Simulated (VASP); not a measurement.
# TiO2 (Rutile) (P4_2/mnm) in VASP: a series of runs

The runs below take TiO2 (Rutile) through relaxation of cell and atoms, with PBEsol, PBE.

Everything below comes from runs of VASP 6.6.1. Logs are shortened: lines on timing, memory, paths and dates and some standing lists are left out, and cuts for length are marked.

### 1 The crystal as given

The structure is tetragonal, space group P4_2/mnm (No. 136). Conventional cell: a = 4.592 Å, b = 4.592 Å, c = 2.957 Å, α = 90.00°, β = 90.00°, γ = 90.00°. Ti (site symmetry mmm) is surrounded by 6 O at 1.95 to 1.98 Å. Around O (site symmetry m2m) lie 3 Ti at 1.95 to 1.98 Å.

### 2 Relaxation of cell and atoms, PBEsol

File INCAR:

```
SYSTEM = TiO2
ALGO = Normal
EDIFF = 1E-6
EDIFFG = -0.01
ENCUT = 600
GGA = PS
IBRION = 2
ISIF = 3
ISMEAR = -1
LASPH = .True.
LCHARG = .False.
LREAL = .False.
LWAVE = .False.
NELM = 100
NSW = 60
PREC = Accurate
SIGMA = 0.05
```

File KPOINTS:

```
k-points
0
Gamma
  7 7 10
  0 0 0
```

File POSCAR:

```
TiO2
1.0
    4.5922000000      0.0000000000      0.0000000000
    0.0000000000      4.5922000000      0.0000000000
    0.0000000000      0.0000000000      2.9574000000
Ti O
2 4
Direct
    0.0000000000      0.0000000000      0.0000000000
    0.5000000000      0.5000000000      0.5000000000
    0.3049600000      0.3049600000      0.0000000000
    0.1950400000      0.8049600000      0.5000000000
    0.6950400000      0.6950400000      0.0000000000
    0.8049600000      0.1950400000      0.5000000000
```

Potentials or basis: VASP PAW PBE potentials, release 64 (Ti_sv, O).

The run is started by

```sh
$ cat potpaw_PBE.64/Ti_sv/POTCAR potpaw_PBE.64/O/POTCAR > POTCAR
$ mpirun -np 1 vasp_std > vasp.out
```

OUTCAR:

```text
SYSTEM = TiO2
   EDIFF = 1E-6
   EDIFFG = -0.01
   ENCUT = 600
   GGA = PS
   IBRION = 2
   ISIF = 3
   ISMEAR = -1
   LASPH = .True.
   LREAL = .False.
   NELM = 100
   NSW = 60
   PREC = Accurate

 ion  position               nearest neighbor table
   1  0.000  0.000  0.000-   4 1.95   6 1.95   4 1.95   6 1.95   5 1.98   3 1.98
   2  0.500  0.500  0.500-   3 1.95   5 1.95   3 1.95   5 1.95   4 1.98   6 1.98
   3  0.305  0.305  0.000-   2 1.95   2 1.95   1 1.98
   4  0.195  0.805  0.500-   1 1.95   1 1.95   2 1.98
   5  0.695  0.695  0.000-   2 1.95   2 1.95   1 1.98
   6  0.805  0.195  0.500-   1 1.95   1 1.95   2 1.98

  LATTYP: Found a simple tetragonal cell.
 ALAT       =     4.5922000000
 C/A-ratio  =     0.6440050520

  Lattice vectors:

 A1 = (   4.5922000000,   0.0000000000,   0.0000000000)
 A2 = (   0.0000000000,   4.5922000000,   0.0000000000)
 A3 = (   0.0000000000,   0.0000000000,   2.9574000000)

Analysis of symmetry for initial positions (statically):
=====================================================================
 Subroutine PRICEL returns:
 Original cell was already a primitive cell.

 Routine SETGRP: Setting up the symmetry group for a
 simple tetragonal supercell.

 Subroutine GETGRP returns: Found 16 space group operations
 (whereof  8 operations were pure point group operations)
 out of a pool of 16 trial point group operations.

The static configuration has the point symmetry D_2h.
 The point group associated with its full space group is D_4h.

Analysis of symmetry for dynamics (positions and initial velocities):
=====================================================================
 Subroutine PRICEL returns:
 Original cell was already a primitive cell.

 Routine SETGRP: Setting up the symmetry group for a
 simple tetragonal supercell.

 Subroutine GETGRP returns: Found 16 space group operations
 (whereof  8 operations were pure point group operations)
 out of a pool of 16 trial point group operations.

The dynamic configuration has the point symmetry D_2h.
 The point group associated with its full space group is D_4h.

 Subroutine INISYM returns: Found 16 space group operations
 (whereof  8 operations are pure point group operations),
 and found     1 'primitive' translations

----------------------------------------------------------------------------------------

                                     Primitive cell

  volume of cell :      62.3665

  direct lattice vectors                    reciprocal lattice vectors
     4.592200000  0.000000000  0.000000000     0.217760550  0.000000000  0.000000000
     0.000000000  4.592200000  0.000000000     0.000000000  0.217760550  0.000000000
     0.000000000  0.000000000  2.957400000     0.000000000  0.000000000  0.338134848

  length of vectors
     4.592200000  4.592200000  2.957400000     0.217760550  0.217760550  0.338134848

  position of ions in fractional coordinates (direct lattice)
     0.000000000  0.000000000  0.000000000
     0.500000000  0.500000000  0.500000000
     0.304960000  0.304960000  0.000000000
     0.195040000  0.804960000  0.500000000
     0.695040000  0.695040000  0.000000000
     0.804960000  0.195040000  0.500000000

  ion indices of the primitive-cell ions
   primitive index   ion index
                 1           1
                 2           2
                 3           3
                 4           4
                 5           5
                 6           6

----------------------------------------------------------------------------------------

 KPOINTS: k-points

Automatic generation of k-mesh.
 Grid dimensions read from file:
 generate k-points for:    7    7   10

 Generating k-lattice:

  Cartesian coordinates                     Fractional coordinates (reciprocal lattice)
     0.031108650  0.000000000  0.000000000     0.142857143  0.000000000  0.000000000
     0.000000000  0.031108650  0.000000000     0.000000000  0.142857143  0.000000000
     0.000000000  0.000000000  0.033813485     0.000000000  0.000000000  0.100000000

  Length of vectors
     0.031108650  0.031108650  0.033813485

  Shift w.r.t. Gamma in fractional coordinates (k-lattice)
     0.000000000  0.000000000  0.000000000

 Subroutine IBZKPT returns following result:
 ===========================================

 Found     60 irreducible k-points:

 Following reciprocal coordinates:
            Coordinates               Weight
  0.000000  0.000000  0.000000      1.000000
  0.142857  0.000000  0.000000      4.000000
  0.285714  0.000000  0.000000      4.000000
  0.428571  0.000000  0.000000      4.000000
  0.142857  0.142857  0.000000      4.000000
  0.285714  0.142857  0.000000      8.000000
[... 16 lines left out ...]
  0.285714  0.000000  0.200000      8.000000
  0.428571  0.000000  0.200000      8.000000
 [... further k-points ...]
   k-points           NKPTS =     60   k-points in BZ     NKDIM =     60   number of bands    NBANDS=     28
   number of dos      NEDOS =    301   number of ions     NIONS =      6
   total plane-waves  NPLWV =  38400
   dimension x,y,z NGX =    40 NGY =   40 NGZ =   24
   dimension x,y,z NGXF=    80 NGYF=   80 NGZF=   48
   ions per type =               2   4
   NGX,Y,Z   is equivalent  to a cutoff of  14.48, 14.48, 13.49 a.u.
   NGXF,Y,Z  is equivalent  to a cutoff of  28.96, 28.96, 26.98 a.u.
 SYSTEM =  TiO2
   PREC   = accura    normal or accurate (medium, high low for compatibility)
   ISTART =      0    job   : 0-new  1-cont  2-samecut
   ICHARG =      2    charge: 1-file 2-atom 10-const
   ISPIN  =      1    spin polarized calculation?
   LNONCOLLINEAR =      F non collinear calculations
   LSORBIT =      F    spin-orbit coupling
   LASPH  =      T    aspherical Exc in radial PAW
   ENCUT  =  600.0 eV  44.10 Ry    6.64 a.u.   9.17  9.17  5.91*2*pi/ulx,y,z
   NELM   =    100;   NELMIN=  2; NELMDL= -5     # of ELM steps
   EDIFF  = 0.1E-05   stopping-criterion for ELM
   LREAL  =      F    real-space projection
   EDIFFG = -.1E-01   stopping-criterion for IOM
   NSW    =     60    number of steps for IOM
   IBRION =      2    ionic relax: 0-MD 1-quasi-New 2-CG
   NFREE  =      1    steps in history (QN), initial steepest desc. (CG)
   ISIF   =      3    stress and relaxation
   ISYM   =      2    0-nonsym 1-usesym 2-fastsym
   POTIM  = 0.5000    time-step for ionic-motion
   TEBEG  =    0.0;   TEEND  =   0.0 temperature during run
   PSTRESS=    0.0 pullay stress
   NELECT =      48.0000    total number of electrons
   NUPDOWN=      -1.0000    fix difference up-down
   EMIN   =  10.00;   EMAX   =-10.00  energy-range for DOS
   EFERMI =   0.00;   METHOD = LEGACY
   ISMEAR =    -1;   SIGMA  =   0.05  broadening in eV -4-tet -1-fermi 0-gaus
   EFERMI_NEDOS =   21; number of points for ismear=-14 and -15
   IALGO  =     38    algorithm
   IMIX   =      4    mixing-type and parameters
     AMIX     =   0.40;   BMIX     =  1.00
     AMIX_MAG =   1.60;   BMIX_MAG =  1.00
  volume/ion in A,a.u.               =      10.39        70.15
  Fermi-wavevector in a.u.,A,eV,Ry     =   1.500277  2.835112 30.624403  2.250830
  Thomas-Fermi vector in A             =   2.611798
   LORBIT       =      0    0 simple, 1 ext, 2 COOP (PROOUT), +10 PAW based schemes
   GGA     = PS    functional components
   LHFCALC =     F    Hartree Fock is set to
   AEXX    =    0.0000 exact exchange contribution
   IVDW    =     0    specifies the selected vdW correction
   LEPSILON=     F    determine dielectric tensor
   LRPA    =     F    only Hartree local field effects (RPA)
 conjugate gradient relaxation of ions
 non-spin polarized calculation
  energy-cutoff  :      600.00
  volume of cell :       62.37
 maximum number of plane-waves:      2100
 NGX is ok and might be reduce to    40
   NGX = 19   NGY = 19   NGZ = 11

--------------------------------------- Ionic step        1  -------------------------------------------

 number of electron      47.9999989 magnetization

 Free energy of the ion-electron system (eV)
  ---------------------------------------------------
  ext. energy  EPLUGINS =         0.00000000
  ---------------------------------------------------
  free energy    TOTEN  =       -56.10481980 eV

  energy without entropy =      -56.10481980  energy(sigma->0) =      -56.10481980

------------------------ aborting loop because EDIFF is reached ----------------------------------------

  FORCE on cell =-STRESS in cart. coord.  units (eV):
  Direction    XX          YY          ZZ          XY          YZ          ZX
  --------------------------------------------------------------------------------------
  -------------------------------------------------------------------------------------
  Total       -0.2626178     -0.2626178     -0.9406419      0.0000000      0.0000000      0.0000000
  in kB       -6.7465716     -6.7465716    -24.1648010      0.0000000      0.0000000      0.0000000
  external PRESSURE =     -12.5526481 kB  Pullay stress =       0.0000000 kB
[... 105 lines left out ...]
  energy  without entropy=      -56.1071701240  energy(sigma->0) =      -56.10717012

--------------------------------------- Ionic step        4  -------------------------------------------

 number of electron      47.9999990 magnetization

 Free energy of the ion-electron system (eV)
  ---------------------------------------------------
  ext. energy  EPLUGINS =         0.00000000
  ---------------------------------------------------
  free energy    TOTEN  =       -56.10774965 eV

  energy without entropy =      -56.10774965  energy(sigma->0) =      -56.10774965

 E-fermi :   5.6767     XC(G=0): -11.7353

 val. band max:        4.7901282104   @ k =   0.0000   0.0000   0.0000
 cond. band min:       6.6212782180   @ k =   0.0000   0.0000   0.0000
 fundamental gap:      1.8311500076
 Fermi energy:         5.6767037473

 k-point     1 :       0.0000    0.0000    0.0000
  band No.  band energies     occupation
      1     -51.8439      2.00000
      2     -51.8258      2.00000
      3     -28.2732      2.00000
      4     -28.2732      2.00000
      5     -28.1000      2.00000
      6     -28.1000      2.00000
[... 733 lines left out ...]
     27       7.8677      0.00000
     28       7.9219      0.00000

 [... further k-points ...]

------------------------ aborting loop because EDIFF is reached ----------------------------------------

  FORCE on cell =-STRESS in cart. coord.  units (eV):
  Direction    XX          YY          ZZ          XY          YZ          ZX
  --------------------------------------------------------------------------------------
  -------------------------------------------------------------------------------------
  Total        0.0107162      0.0107162      0.0046752     -0.0000000      0.0000000      0.0000000
  in kB        0.2767383      0.2767383      0.1207332     -0.0000000      0.0000000      0.0000000
  external PRESSURE =       0.2247366 kB  Pullay stress =       0.0000000 kB
[... 21 lines left out ...]
  FREE ENERGIE OF THE ION-ELECTRON SYSTEM (eV)
  ---------------------------------------------------
  free  energy   TOTEN  =       -56.1077496459 eV

  energy  without entropy=      -56.1077496453  energy(sigma->0) =      -56.10774965

 reached required accuracy - stopping structural energy minimisation
```

Wall time 5.2 min (1 thread of Intel Xeon Platinum 8488C (Sapphire Rapids), shared host); peak memory 0.26 GiB.

What came out:

```yaml
Free_energy: -56.1077 eV
Relaxed_volume: 10.34 Å³/atom
Relaxed_cell: a = 4.592 Å, b = 4.592 Å, c = 2.942 Å, α = 90.00°, β = 90.00°, γ = 90.00°
Space_group_after_relaxing_to_0.05_Å: P4_2/mnm (No. 136)
Energy_gained_by_relaxing: 0.5 meV/atom
Ionic_steps: 4
Pressure_after_relaxing: 0.0 GPa
Largest_force_after_relaxing: 0.006 eV/Å
Band_gap_on_the_k_mesh: 1.83 eV, direct
```

Forces on the atoms (eV/Å):
```
Ti   0.000  0.000  0.000
Ti   0.000  0.000  0.000
O    0.004  0.004  0.000
O   -0.004  0.004  0.000
O   -0.004 -0.004  0.000
O    0.004 -0.004  0.000
```

Step by step:
```csv
step,energy change (eV),largest force (eV/Å),pressure (GPa),volume (Å³)
1,0.0000,0.0539,-1.26,62.37
2,-0.0005,0.0655,1.75,61.63
3,-0.0024,0.0596,0.34,61.98
4,-0.0029,0.0056,0.02,62.04
```

Final structure:
```xyz
6
Lattice="4.5924 0.0000 0.0000 0.0000 4.5924 0.0000 0.0000 0.0000 2.9417" Properties=species:S:1:pos:R:3 pbc="T T T"
Ti    4.5924    0.0000    2.9417
Ti    2.2962    2.2962    1.4709
O     1.3974    1.3974    2.9417
O     0.8988    3.6936    1.4709
O     3.1950    3.1950    0.0000
O     3.6936    0.8988    1.4709
```

Caveat: the PAW data sets were made with another functional, which shifts forces and pressure a little; an odd mesh through Γ misses points on the zone boundary, where band edges often lie.

### 3 Relaxation of cell and atoms, PBE

File INCAR:

```
PREC     = Accurate       # precision mode
ENCUT    = 600            # plane-wave cutoff, eV
EDIFF    = 1E-6           # SCF threshold, eV
ISMEAR   = -1             # smearing method
SIGMA    = 0.05           # smearing width, eV
LREAL    = False          # projectors in reciprocal space
LASPH    = True           # aspherical terms in the spheres
NELM     = 60             # most SCF steps
ALGO     = Fast           # electronic algorithm
ISIF     = 3              # what is computed and relaxed
LWAVE    = False          # write WAVECAR
LCHARG   = False          # write CHGCAR
GGA      = PE             # functional
IBRION   = 2              # ionic algorithm
NSW      = 60             # ionic steps
EDIFFG   = -0.01          # ionic threshold
```

File KPOINTS:

```
regular mesh
0
Gamma
  7 7 10
```

POSCAR is that of step 2.

Potentials or basis: VASP PAW PBE potentials, release 64 (Ti_sv, O).

The run is started by

```sh
$ cat potpaw_PBE.64/Ti_sv/POTCAR potpaw_PBE.64/O/POTCAR > POTCAR
$ mpirun -np 1 vasp_std > vasp.out
```

It took 22 min on 1 thread of Intel Xeon Platinum 8375C at 2.90GHz (Ice Lake), shared host; peak memory 0.26 GiB.

It converged, with:

```
Free energy                            : -53.6806 eV
Relaxed volume                         : 10.66 Å³/atom
Relaxed cell                           : a = 4.644 Å, b = 4.644 Å, c = 2.966 Å, α = 90.00°, β = 90.00°, γ = 90.00°
Space group after relaxing (to 0.05 Å) : P4_2/mnm (No. 136)
Energy gained by relaxing              : 5.0 meV/atom
Ionic steps                            : 6
Pressure after relaxing                : 0.1 GPa
Band gap on the k mesh                 : 1.82 eV, direct
```

Step by step:
```csv
step,energy change (eV),largest force (eV/Å),pressure (GPa),volume (Å³)
1,0.0000,0.1242,5.81,62.37
2,0.0138,0.2343,-6.44,65.83
3,-0.0277,0.0459,-0.11,63.89
4,-0.0277,0.0429,0.10,63.86
5,-0.0295,0.0152,0.09,63.94
6,-0.0297,0.0013,0.11,63.98
```

Final structure:
```yaml
crystal:
  lattice:
    - [4.64433, 0.00000, 0.00000]
    - [0.00000, 4.64433, 0.00000]
    - [0.00000, 0.00000, 2.96634]
  atoms:
    - { symbol: Ti, position: [0.00000, 0.00000, 0.00000] }
    - { symbol: Ti, position: [0.50000, 0.50000, 0.50000] }
    - { symbol: O, position: [0.30496, 0.30496, 0.00000] }
    - { symbol: O, position: [0.19504, 0.80496, 0.50000] }
    - { symbol: O, position: [0.69504, 0.69504, 0.00000] }
    - { symbol: O, position: [0.80496, 0.19504, 0.50000] }
```

Levels at points of the mesh, in eV from the valence-band top:
| k point | band 20 | band 21 | band 22 | band 23 | band 24 | band 25 | band 26 | band 27 | band 28 |
| --- | --- | --- | --- | --- | --- | --- | --- | --- | --- |
| (0.00, 0.00, 0.00) | -1.90 | -0.67 | -0.43 | -0.43 | 0.00 | 1.82 | 2.11 | 2.37 | 2.45 |
| (0.00, 0.00, 0.50) | -2.74 | -2.23 | -2.23 | -1.40 | -1.40 | 2.87 | 2.87 | 3.13 | 3.13 |

Caveat: an odd mesh through Γ misses points on the zone boundary, where band edges often lie. Zero-point motion and thermal expansion aren't in these numbers.
